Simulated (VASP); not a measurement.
# Sb (Im-3m) in VASP: further runs, part 2 of 2

VASP 6.6.1. Earlier steps stand in the parts before.

## Step 4: Equation of state, PBE, 25.69 Å³/atom (volume scaled by 0.98)

INCAR

```
PREC     = Accurate       # precision mode
ENCUT    = 520            # plane-wave cutoff, eV
EDIFF    = 1E-7           # SCF threshold, eV
ISMEAR   = -1             # smearing method
SIGMA    = 0.05           # smearing width, eV
LREAL    = F              # projectors in reciprocal space
LASPH    = T              # aspherical terms in the spheres
NELM     = 60             # most SCF steps
ALGO     = Normal         # electronic algorithm
ISIF     = 2              # what is computed and relaxed
LWAVE    = F              # write WAVECAR
LCHARG   = F              # write CHGCAR
GGA      = PE             # functional
NBANDS   = 8              # bands
```

KPOINTS

```
Automatic mesh
0
Gamma
  10 10 10
```

POSCAR

```
Sb
1.0
   -1.8587811731      1.8587811731      1.8587811731
    1.8587811731     -1.8587811731      1.8587811731
    1.8587811731      1.8587811731     -1.8587811731
Sb
1
Direct
    0.0000000000      0.0000000000      0.0000000000
```

The run is started by

```console
$ cat potpaw_PBE.64/Sb/POTCAR > POTCAR
$ mpirun -np 1 vasp_std > vasp.out
```

It took 4.7 s on 1 thread of Intel Xeon 6975P-C (Granite Rapids), shared host; peak memory 0.13 GiB.

The run converged. Its results:

```
Free energy            : -3.8781 eV
Pressure               : 4.6 GPa
Band gap on the k mesh : none (metal or under the smearing width)
```

## Step 5: Equation of state, PBE, 26.74 Å³/atom (volume scaled by 1.02)

INCAR

```
  ALGO = Normal
  EDIFF = 1E-7
  ENCUT = 520
  GGA = PE
  ISIF = 2
  ISMEAR = -1
  LASPH = T
  LCHARG = F
  LREAL = F
  LWAVE = F
  NBANDS = 8
  NELM = 60
  PREC = Accurate
  SIGMA = 0.05
```

KPOINTS

```
k-points
0
Gamma
  10 10 10
```

POSCAR

```
Sb
1.0
   -1.8837342335      1.8837342335      1.8837342335
    1.8837342335     -1.8837342335      1.8837342335
    1.8837342335      1.8837342335     -1.8837342335
Sb
1
Direct
    0.0000000000      0.0000000000      0.0000000000
```

The run is started by

```console
$ cat potpaw_PBE.64/Sb/POTCAR > POTCAR
$ mpirun -np 1 vasp_std > vasp.out
```

It took 5.2 s on 1 thread of Intel Xeon 6975P-C (Granite Rapids), shared host; peak memory 0.13 GiB.

It converged, with:

| Property | Result |
| --- | --- |
| Free energy | -3.8982 eV |
| Pressure | 1.7 GPa |
| Band gap on the k mesh | none (metal or under the smearing width) |

## Step 6: Equation of state, PBE, 27.26 Å³/atom (volume scaled by 1.04)

INCAR

```
SYSTEM = Sb
PREC     = Accurate       ! precision mode
ENCUT    = 520            ! plane-wave cutoff, eV
EDIFF    = 1E-7           ! SCF threshold, eV
ISMEAR   = -1             ! smearing method
SIGMA    = 0.05           ! smearing width, eV
LREAL    = .FALSE.        ! projectors in reciprocal space
LASPH    = .TRUE.         ! aspherical terms in the spheres
NELM     = 60             ! most SCF steps
ALGO     = Normal         ! electronic algorithm
ISIF     = 2              ! what is computed and relaxed
LWAVE    = .FALSE.        ! write WAVECAR
LCHARG   = .FALSE.        ! write CHGCAR
GGA      = PE             ! functional
NBANDS   = 8              ! bands
```

KPOINTS

```
Automatic mesh
0
G
  10 10 10
  0 0 0
```

POSCAR

```
Sb
1.0
   -1.8959666167      1.8959666167      1.8959666167
    1.8959666167     -1.8959666167      1.8959666167
    1.8959666167      1.8959666167     -1.8959666167
Sb
1
Direct
    0.0000000000      0.0000000000      0.0000000000
```

Potentials or basis: VASP PAW PBE potentials, release 64 (Sb).

The run is started by

```console
$ cat potpaw_PBE.64/Sb/POTCAR > POTCAR
$ mpirun -np 1 vasp_std > vasp.out
```

Run time: 4.9 s. Hardware: 1 thread of Intel Xeon 6975P-C (Granite Rapids), shared host; peak memory 0.13 GiB.

Results (log left out):

```yaml
Free_energy: -3.9015 eV
Pressure: 0.4 GPa
Band_gap_on_the_k_mesh: none (metal or under the smearing width)
```

## Step 7: Equation of state, PBE, 27.79 Å³/atom (volume scaled by 1.06)

INCAR

```
SYSTEM = Sb
  PREC = Accurate
  ENCUT = 520
  EDIFF = 1E-7
  ISMEAR = -1
  SIGMA = 0.05
  LREAL = .False.
  LASPH = .True.
  NELM = 80
  ALGO = Normal
  ISIF = 2
  LWAVE = .False.
  LCHARG = .False.
  GGA = PE
  NBANDS = 8
```

KPOINTS

```
regular mesh
0
Gamma
  10 10 10
  0 0 0
```

POSCAR

```
Sb
1.0
   -1.9080431628      1.9080431628      1.9080431628
    1.9080431628     -1.9080431628      1.9080431628
    1.9080431628      1.9080431628     -1.9080431628
Sb
1
Direct
    0.0000000000      0.0000000000      0.0000000000
```

The run is started by

```console
$ cat potpaw_PBE.64/Sb/POTCAR > POTCAR
$ mpirun -np 1 vasp_std > vasp.out
```

Wall time 7.4 s (1 thread of Intel Xeon 6975P-C (Granite Rapids), shared host); peak memory 0.15 GiB.

It converged, with:

```
Free energy            : -3.9009 eV
Pressure               : -0.7 GPa
Band gap on the k mesh : none (metal or under the smearing width)
```

## Step 8: Equation of state, PBE

This step only gathers the single runs of the series.

Results:

```yaml
Equilibrium_volume: 27.44 Å³/atom
Bulk_modulus: 60 GPa
Pressure_derivative_of_the_bulk_modulus: 4.1
```

Energy against volume, from the lowest point:
| volume (Å³/atom) | energy (meV/atom) |
| --- | --- |
| 24.640 | 64.58 |
| 25.165 | 41.10 |
| 25.689 | 23.42 |
| 26.213 | 11.00 |
| 26.737 | 3.34 |
| 27.262 | 0.00 |
| 27.786 | 0.55 |

Spin-orbit coupling is left out, which matters for the levels of Sb.

## Step 9: Equation of state, PBEsol, 24.64 Å³/atom (volume scaled by 0.94)

INCAR

```
SYSTEM = Sb
PREC = Accurate ; ENCUT = 520
EDIFF = 1E-7 ; ISMEAR = -1
SIGMA = 0.05 ; LREAL = .FALSE.
LASPH = .TRUE. ; NELM = 80
ALGO = Normal ; ISIF = 2
LWAVE = .FALSE. ; LCHARG = .FALSE.
GGA = PS ; NBANDS = 8
```

KPOINTS

```
Automatic mesh
0
G
  10 10 10
  0 0 0
```

POSCAR

```
Sb
1.0
   -1.8331395369      1.8331395369      1.8331395369
    1.8331395369     -1.8331395369      1.8331395369
    1.8331395369      1.8331395369     -1.8331395369
Sb
1
Direct
    0.0000000000      0.0000000000      0.0000000000
```

Potentials or basis: VASP PAW PBE potentials, release 64 (Sb).

The run is started by

```console
$ cat potpaw_PBE.64/Sb/POTCAR > POTCAR
$ mpirun -np 1 vasp_std > vasp.out
```

Wall time 3.9 s (1 thread of Intel Xeon Platinum 8259CL at 2.50GHz (Skylake/Cascade Lake), shared host); peak memory 0.14 GiB.

Results (log left out):

- Free energy: -4.3531 eV
- Pressure: 4.8 GPa
- Band gap on the k mesh: none (metal or under the smearing width)

Caveat: the PAW data sets were made with another functional, which shifts forces and pressure a little.

## Step 10: Equation of state, PBEsol, 25.16 Å³/atom (volume scaled by 0.96)

INCAR is that of step 9.

KPOINTS is that of step 9.

POSCAR

```
Sb
1.0
   -1.8460493956      1.8460493956      1.8460493956
    1.8460493956     -1.8460493956      1.8460493956
    1.8460493956      1.8460493956     -1.8460493956
Sb
1
Direct
    0.0000000000      0.0000000000      0.0000000000
```

The run is started by

```console
$ cat potpaw_PBE.64/Sb/POTCAR > POTCAR
$ mpirun -np 1 vasp_std > vasp.out
```

It took 3.9 s on 1 thread of Intel Xeon Platinum 8259CL at 2.50GHz (Skylake/Cascade Lake), shared host; peak memory 0.13 GiB.

It converged, with:

```yaml
Free_energy: -4.3658 eV
Pressure: 3.0 GPa
Band_gap_on_the_k_mesh: none (metal or under the smearing width)
```

Caveat: the PAW data sets were made with another functional, which shifts forces and pressure a little.

## Step 11: Equation of state, PBEsol, 25.69 Å³/atom (volume scaled by 0.98)

INCAR is that of step 10.

KPOINTS is that of step 10.

POSCAR

```
Sb
1.0
   -1.8587811731      1.8587811731      1.8587811731
    1.8587811731     -1.8587811731      1.8587811731
    1.8587811731      1.8587811731     -1.8587811731
Sb
1
Direct
    0.0000000000      0.0000000000      0.0000000000
```

The run is started by

```console
$ cat potpaw_PBE.64/Sb/POTCAR > POTCAR
$ mpirun -np 1 vasp_std > vasp.out
```

Wall time 4.6 s (1 thread of Intel Xeon Platinum 8259CL at 2.50GHz (Skylake/Cascade Lake), shared host); peak memory 0.14 GiB.

It converged, with:

```
Free energy            : -4.3731 eV
Pressure               : 1.4 GPa
Band gap on the k mesh : none (metal or under the smearing width)
```

Caveat: the PAW data sets were made with another functional, which shifts forces and pressure a little.

## Step 12: Equation of state, PBEsol, 26.74 Å³/atom (volume scaled by 1.02)

INCAR is that of step 11.

KPOINTS is that of step 11.

POSCAR

```
Sb
1.0
   -1.8837342335      1.8837342335      1.8837342335
    1.8837342335     -1.8837342335      1.8837342335
    1.8837342335      1.8837342335     -1.8837342335
Sb
1
Direct
    0.0000000000      0.0000000000      0.0000000000
```

Potentials or basis: VASP PAW PBE potentials, release 64 (Sb).

The run is started by

```console
$ cat potpaw_PBE.64/Sb/POTCAR > POTCAR
$ mpirun -np 1 vasp_std > vasp.out
```

Wall time 3.9 s (1 thread of Intel Xeon Platinum 8259CL at 2.50GHz (Skylake/Cascade Lake), shared host); peak memory 0.13 GiB.

Results (log left out):

- Free energy: -4.3732 eV
- Pressure: -1.3 GPa
- Band gap on the k mesh: none (metal or under the smearing width)

Caveat: the PAW data sets were made with another functional, which shifts forces and pressure a little.

## Step 13: Equation of state, PBEsol, 27.26 Å³/atom (volume scaled by 1.04)

INCAR is that of step 12.

KPOINTS is that of step 12.

POSCAR

```
Sb
1.0
   -1.8959666167      1.8959666167      1.8959666167
    1.8959666167     -1.8959666167      1.8959666167
    1.8959666167      1.8959666167     -1.8959666167
Sb
1
Direct
    0.0000000000      0.0000000000      0.0000000000
```

The run is started by

```console
$ cat potpaw_PBE.64/Sb/POTCAR > POTCAR
$ mpirun -np 1 vasp_std > vasp.out
```

It took 4 s on 1 thread of Intel Xeon Platinum 8259CL at 2.50GHz (Skylake/Cascade Lake), shared host; peak memory 0.13 GiB.

Results (log left out):

```yaml
Free_energy: -4.3670 eV
Pressure: -2.5 GPa
Band_gap_on_the_k_mesh: none (metal or under the smearing width)
```

Caveat: the PAW data sets were made with another functional, which shifts forces and pressure a little.

## Step 14: Equation of state, PBEsol, 27.79 Å³/atom (volume scaled by 1.06)

INCAR is that of step 13.

KPOINTS is that of step 13.

POSCAR

```
Sb
1.0
   -1.9080431628      1.9080431628      1.9080431628
    1.9080431628     -1.9080431628      1.9080431628
    1.9080431628      1.9080431628     -1.9080431628
Sb
1
Direct
    0.0000000000      0.0000000000      0.0000000000
```

The run is started by

```console
$ cat potpaw_PBE.64/Sb/POTCAR > POTCAR
$ mpirun -np 1 vasp_std > vasp.out
```

Wall time 7.4 s (1 thread of Intel Xeon Platinum 8259CL at 2.50GHz (Skylake/Cascade Lake), shared host); peak memory 0.15 GiB.

The run converged. Its results:

```yaml
Free_energy: -4.3572 eV
Pressure: -3.5 GPa
Band_gap_on_the_k_mesh: none (metal or under the smearing width)
```

Caveat: the PAW data sets were made with another functional, which shifts forces and pressure a little.

## Step 15: Equation of state, PBEsol

Potentials or basis: VASP PAW PBE potentials, release 64 (Sb).

This step only gathers the single runs of the series.

What came out:

| Quantity | Value |
| --- | --- |
| Equilibrium volume | 26.21 Å³/atom |
| Bulk modulus | 68 GPa |
| Pressure derivative of the bulk modulus | 4.1 |

Energy against volume, from the lowest point:
```csv
volume (Å³/atom),energy (meV/atom)
24.640,22.20
25.165,9.52
25.689,2.29
26.213,0.00
26.737,2.17
27.262,8.35
27.786,18.14
```

Caveat: the PAW data sets were made with another functional, which shifts forces and pressure a little.
